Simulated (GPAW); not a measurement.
# Pb (Fm-3m) in GPAW: notebook, part 2 of 2

GPAW 26.7.0. Earlier steps stand in the parts before.

### 3 Band structure, PBE

run.py reads:

```python
from ase.dft.bandgap import bandgap
from ase.io import read, write
from ase.units import GPa
from gpaw import GPAW, PW, setup_paths

setup_paths.insert(0, '.')

atoms = read('Pb.xyz')

calc = GPAW(mode=PW(600),
            xc='PBE',
            kpts={'size': (9, 9, 9), 'gamma': True},
            occupations={'name': 'fermi-dirac', 'width': 0.05},
            setups={'Pb': 'jth'},
            nbands=-7,
            convergence={'density': 1e-05, 'energy': 1e-05},
            maxiter=150,
            txt='gpaw.txt')
atoms.calc = calc
energy = atoms.get_potential_energy()
forces = atoms.get_forces()
stress = atoms.get_stress()
calc.write('gs.gpw')
write('result.traj', atoms)
print(f'Energy: {energy:.6f} eV')
print('Forces (eV/A):')
print(forces.round(4))
print('Stress (GPa):', (stress / GPa).round(3))
print('Fermi level:', round(calc.get_fermi_level(), 4), 'eV')
print(f'Gap: {bandgap(calc)[0]:.4f} eV, direct: {bandgap(calc, direct=True)[0]:.4f} eV')

path = atoms.cell.bandpath('GXWKGLUWLK,UX', npoints=100, eps=1e-4)
bs_calc = calc.fixed_density(kpts=path, symmetry='off', nbands=-16,
                             convergence={'bands': 'CBM+6.0', 'eigenstates': 1e-6}, txt='bands.txt')
bs = bs_calc.band_structure()
bs.write('bs.json')
print(f'Gap on the path: {bandgap(bs_calc)[0]:.4f} eV')
```

Pb.xyz reads:

```xyz
1
Lattice="0.0000000000 2.4750200000 2.4750200000 2.4750200000 0.0000000000 2.4750200000 2.4750200000 2.4750200000 0.0000000000" Properties=species:S:1:pos:R:3 pbc="T T T"
Pb     0.0000000000      0.0000000000      0.0000000000
```

Potentials or basis: JTH PAW 2.0, PBE, pw.

Started as:

```console
> OMP_NUM_THREADS=1 python run.py
```

gpaw.txt:

```text
__  _  _
 | _ |_)|_||  |
 |__||  | ||/\| - 26.7.0

Input parameters:
  mode=PW(ecut=600.0),
  convergence={'density': 1e-05, 'energy': 1e-05},
  kpts=MonkhorstPack(size=(9, 9, 9), gamma=True),
  maxiter=150,
  nbands=-7,
  occupations=Occupations(name='fermi-dirac', width=0.05),
  setups={'Pb': 'jth'},
  xc=XC(name='PBE')

Diagonalizing LCAO Hamiltonian
Converting LCAO to pw mode

       Pb

Atoms  # Å, Bohr magnetons
|   | symbol |        x |        y |        z |    initial magnetic moments |
|---|--------|----------|----------|----------|-----------------------------|
| 0 |     Pb | 0.000000 | 0.000000 | 0.000000 | ( 0.0000,  0.0000,  0.0000) |

Unit cell  # Å
| periodic |        x |        y |        z |  lengths |    angles |
|----------|----------|----------|----------|----------|-----------|
|      yes | 0.000000 | 2.475020 | 2.475020 | 3.500207 | 60.000000 |
|      yes | 2.475020 | 0.000000 | 2.475020 | 3.500207 | 60.000000 |
|      yes | 2.475020 | 2.475020 | 0.000000 | 3.500207 | 60.000000 |

Number of symmetries: 48
Symmetry operations  # r_c * U_cc + t_c -> r_c
|    | kind |            matrix            |
|----|------|------------------------------|
|  0 |  σ   |  1, 0, 0,  1, 0,-1,  1,-1, 0 |
|  1 |  C2  |  1, 0, 0,  1,-1, 0,  1, 0,-1 |
|  2 |  E   |  1, 0, 0,  0, 1, 0,  0, 0, 1 |
|  3 |  σ   |  1, 0, 0,  0, 0, 1,  0, 1, 0 |
|  4 |  C4  |  1, 0,-1,  1, 0, 0,  1,-1, 0 |
|  5 |  S6  |  1, 0,-1,  1,-1, 0,  1, 0, 0 |
|  6 |  σ   |  1, 0,-1,  0, 1,-1,  0, 0,-1 |
|  7 |  C3  |  1, 0,-1,  0, 0,-1,  0, 1,-1 |
|  8 |  S6  |  1,-1, 0,  1, 0, 0,  1, 0,-1 |
|  9 |  C4  |  1,-1, 0,  1, 0,-1,  1, 0, 0 |
| 10 |  C3  |  1,-1, 0,  0,-1, 1,  0,-1, 0 |
| 11 |  σ   |  1,-1, 0,  0,-1, 0,  0,-1, 1 |
| 12 |  σ   |  0, 1, 0,  1, 0, 0,  0, 0, 1 |
| 13 |  C4  |  0, 1, 0,  0, 1,-1, -1, 1, 0 |
| 14 |  C3  |  0, 1, 0,  0, 0, 1,  1, 0, 0 |
| 15 |  S6  |  0, 1, 0, -1, 1, 0,  0, 1,-1 |
| 16 |  C2  |  0, 1,-1,  1, 0,-1,  0, 0,-1 |
| 17 |  σ   |  0, 1,-1,  0, 1, 0, -1, 1, 0 |
| 18 |  S4  |  0, 1,-1,  0, 0,-1,  1, 0,-1 |
| 19 |  C4  |  0, 1,-1, -1, 1, 0,  0, 1, 0 |
| 20 |  C3  |  0, 0, 1,  1, 0, 0,  0, 1, 0 |
| 21 |  σ   |  0, 0, 1,  0, 1, 0,  1, 0, 0 |
| 22 |  S6  |  0, 0, 1,  0,-1, 1, -1, 0, 1 |
| 23 |  C4  |  0, 0, 1, -1, 0, 1,  0,-1, 1 |
| 24 |  S4  |  0, 0,-1,  1, 0,-1,  0, 1,-1 |
| 25 |  C3  |  0, 0,-1,  0, 1,-1,  1, 0,-1 |
| 26 |  C2  |  0, 0,-1,  0,-1, 0, -1, 0, 0 |
| 27 |  S6  |  0, 0,-1, -1, 0, 0,  0,-1, 0 |
| 28 |  S4  |  0,-1, 1,  1,-1, 0,  0,-1, 0 |
| 29 |  C4  |  0,-1, 1,  0, 0, 1, -1, 0, 1 |
| 30 |  C2  |  0,-1, 1,  0,-1, 0,  1,-1, 0 |
| 31 |  σ   |  0,-1, 1, -1, 0, 1,  0, 0, 1 |
| 32 |  C3  |  0,-1, 0,  1,-1, 0,  0,-1, 1 |
| 33 |  S6  |  0,-1, 0,  0, 0,-1, -1, 0, 0 |
| 34 |  S4  |  0,-1, 0,  0,-1, 1,  1,-1, 0 |
[... 80 lines left out ...]
    |    p |        |      61.226 |    1.171 |
    |   5d | 10.000 |     -21.177 |    1.271 |
    |    d |        |      25.851 |    1.271 |

    Using partial waves for Pb as LCAO basis

Reference energy: -568225.658274  # eV

eigensolver:
  PPCG
  Converge bands: occupied
  niter=2

density mixing:
  MSR1-Mixer
  Pratt-step length: 0.05
  Maximum mixing coefficient: 0.75
  Old densities: 10
  SVD Regularization: 0.005
  Good broyden scale: 1.0
  Trust region scale: 1.0
  Backstep threshold: 4.0
  History deletion threshold: 6.0
  Fourier metric: weight=20.0, sigma=0.015

occupation numbers:
  Fermi-Dirac:
    width: 0.0500  # eV

poisson solver:
  ecut: 4800.0  # eV

xc functional:
  name: PBE with 2 nearest neighbor stencil

convergence criteria:
- Maximum integral of absolute [dens]ity change: 1e-05 electrons / valence electron
- Maximum [total energy] change in last 3 cyles: 1e-05 eV / valence electron
- Maximum integral of absolute [eigenst]ate change: 4e-08 eV^2 / valence electron
maximum number of iterations: 150

SCF iterations
|iter     | |      energy | eigst |  dens |
|---------|-|-------------|-------|-------|
|iter:   1| |   -3.201111 | -0.78 |       |
|iter:   2| |   -3.200282 | -2.52 | -1.79 |
|iter:   3| |   -3.184072 | -2.44 | -1.82 |
|iter:   4| |   -3.183784 | -3.86 | -2.40 |
|iter:   5| |   -3.183758 | -4.73 | -2.85 |
|iter:   6| |   -3.183758c| -6.51 | -4.11 |
|iter:   7| |   -3.183758c| -7.63c| -4.49 |
|iter:   8| |   -3.183758c| -8.37c| -5.75c|

Converged in 8 steps
Energy contributions relative to reference atoms: (reference = -568225.658274)

Energy contributions:
  Kinetic:           5.895731
  Coulomb:          -5.354230
  Zero:             -0.023984
  External:          0.000000
  Xc:               -3.699714
  Entropy:          -0.003121
  Spinorbit:         0.000000
  ----------------------------
  Free energy:      -3.185319
  Extrapolated:     -3.183758

dipole moment: (-18.555504, -18.555504, -18.555504)  # |e|*Ang

Fermi level: 6.793
Eigenvalues  # (at kpt = [0.000, 0.000, 0.000])
| band index |      eig [eV] | occ [0-2] |
|------------|---------------|-----------|
|          0 |       -10.146 |     2.000 |
|          1 |       -10.146 |     2.000 |
|          2 |       -10.146 |     2.000 |
|          3 |       -10.006 |     2.000 |
|          4 |       -10.006 |     2.000 |
|          5 |        -4.828 |     2.000 |
|          6 |        14.334 |     0.000 |
|          7 |        14.334 |     0.000 |
|          8 |        14.334 |     0.000 |
|          9 |        16.739 |     0.000 |
|         10 |        18.252 |     0.000 |
|         11 |        19.454 |     0.000 |
|         12 |        19.454 |     0.000 |
|         13 |        19.454 |     0.000 |

No gap
No difference between direct/indirect transitions

Forces  # eV/Ang
|       x |       y |       z |
|---------|---------|---------|
| 0.00000 | 0.00000 | 0.00000 |  # Pb   0

Stress tensor  # eV/Ang^3
|         x |         y |         z |
|-----------|-----------|-----------|
| -0.014536 |  0.000000 | -0.000000 |
|  0.000000 | -0.014536 |  0.000000 |
| -0.000000 |  0.000000 | -0.014536 |

# Writing to gs.gpw (mode='')
```

bands.txt:

```text
Diagonalizing LCAO Hamiltonian
Converting LCAO to pw mode
convergence criteria:
- Maximum integral of absolute [eigenst]ate change: 1e-06 eV^2 / valence electron
maximum number of iterations: 150

SCF iterations
|iter     | |      energy | eigst |  dens |
[... 107 lines left out ...]
         [0.3875    , 0.3875    , 0.725     ],
         [0.375     , 0.375     , 0.75      ],
         [0.625     , 0.25      , 0.625     ],
         [0.60416667, 0.20833333, 0.60416667],
         [0.58333333, 0.16666667, 0.58333333],
         [0.5625    , 0.125     , 0.5625    ],
         [0.54166667, 0.08333333, 0.54166667],
         [0.52083333, 0.04166667, 0.52083333],
         [0.5       , 0.        , 0.5       ]])),
  maxiter=150,
  nbands=-16,
  occupations=Occupations(name='fermi-dirac', width=0.05),
  setups={'Pb': 'jth'},
  symmetry=Symmetry(point_group=False, time_reversal=False),
  xc=XC(name='PBE')
```

It took 21 s on 1 thread of Arm Neoverse V2, shared host; peak memory 0.21 GiB.

What came out:

| Item | Value |
| --- | --- |
| Free energy | -3.1853 eV |
| Pressure | 2.3 GPa |
| Band gap along the path | none (metal or under the smearing width) |

Levels at the corners of the path, in eV from the Fermi level:
| point | band 4 | band 5 | band 6 | band 7 | band 8 | band 9 | band 10 |
| --- | --- | --- | --- | --- | --- | --- | --- |
| Γ | -16.80 | -16.80 | -11.62 | 7.54 | 7.54 | 7.54 | 9.95 |
| X | -16.63 | -16.63 | -6.58 | -3.14 | 2.18 | 2.18 | 5.55 |
| W | -16.75 | -16.63 | -6.48 | -1.23 | -1.23 | 0.41 | 11.00 |
| K | -16.73 | -16.67 | -6.67 | -2.15 | -1.08 | 3.11 | 6.64 |
| Γ | -16.80 | -16.80 | -11.62 | 7.54 | 7.54 | 7.54 | 9.95 |
| L | -16.66 | -16.66 | -7.99 | -4.07 | 5.71 | 5.71 | 9.41 |
| U | -16.73 | -16.67 | -6.67 | -2.15 | -1.08 | 3.11 | 6.64 |
| W | -16.75 | -16.63 | -6.48 | -1.23 | -1.23 | 0.41 | 11.00 |
| L | -16.66 | -16.66 | -7.99 | -4.07 | 5.71 | 5.71 | 9.41 |
| K | -16.73 | -16.67 | -6.67 | -2.15 | -1.08 | 3.11 | 6.64 |
| U | -16.73 | -16.67 | -6.67 | -2.15 | -1.08 | 3.11 | 6.64 |
| X | -16.63 | -16.63 | -6.58 | -3.14 | 2.18 | 2.18 | 5.55 |

Caveat: the program truncates these outside data sets; spin-orbit coupling is left out, which moves the levels of the heavy elements.

### 4 Equation of state, OLYP

run.py reads:

```python
from ase.eos import EquationOfState
from ase.io import Trajectory
from ase.spacegroup import crystal
from ase.units import GPa
from gpaw import GPAW, PW, setup_paths

setup_paths.insert(0, '.')

# Pb 4a
atoms = crystal(['Pb'],
                basis=[[0.0, 0.0, 0.0]],
                spacegroup=225, setting=1,  # Fm-3m
                cellpar=[4.95004, 4.95004, 4.95004, 90.0, 90.0, 90.0],
                primitive_cell=True)

traj = Trajectory('eos.traj', 'w')
volumes, energies = [], []
for x in [0.94, 0.96, 0.98, 1.0, 1.02, 1.04, 1.06]:
    a = atoms.copy()
    a.set_cell(atoms.cell * x**(1 / 3), scale_atoms=True)
    calc = GPAW(mode=PW(600),
                xc='GGA_X_OPTX+GGA_C_LYP',
                kpts={'size': (9, 9, 9), 'gamma': True},
                occupations={'name': 'fermi-dirac', 'width': 0.05},
                nbands=14,
                convergence={'density': 1e-05, 'energy': 1e-05},
                eigensolver='davidson',
                maxiter=150,
                txt=f'eos-{x:.2f}.txt')
    a.calc = calc
    energies.append(a.get_potential_energy(force_consistent=True))
    volumes.append(a.get_volume())
    p = -a.get_stress()[:3].mean() / GPa
    calc.write(f'eos-{x:.2f}.gpw')
    traj.write(a)
    print(f'{x:.2f} {volumes[-1]:10.4f} A^3 {energies[-1]:14.6f} eV {p:9.3f} GPa', flush=True)

v0, e0, B = EquationOfState(volumes, energies, eos='birchmurnaghan').fit()
print(f'V0 = {v0:.4f} A^3, E0 = {e0:.6f} eV, B0 = {B / GPa:.2f} GPa')
```

Potentials or basis: PAW data sets generated in the run's folder for this functional, pw.

Started as:

```console
> gpaw-setup -f GGA_X_OPTX+GGA_C_LYP Pb
> OMP_NUM_THREADS=1 python run.py
```

Run time: 46 s. Hardware: 1 thread of Arm Neoverse V2, shared host; peak memory 0.21 GiB.

The run converged. Its results:

```yaml
Equilibrium_volume: "32.36 Å³/atom (rough: see the caveat)"
Bulk_modulus: 34 GPa (rough)
```

Energy against volume, from the lowest point:
| volume (Å³/atom) | energy (meV/atom) |
| --- | --- |
| 28.503 | 64.19 |
| 29.110 | 43.52 |
| 29.716 | 27.47 |
| 30.323 | 15.52 |
| 30.929 | 7.22 |
| 31.535 | 2.28 |
| 32.142 | 0.00 |

Caveat: the minimum lies outside the volumes run. Spin-orbit coupling is left out, which matters for the levels of Pb.

### 5 How close it comes

Step 2. The cell as given is a measured one (30.32 Å³/atom); BLYP+D4 puts the equilibrium volume +3.6 % from it, thermal expansion not counted.
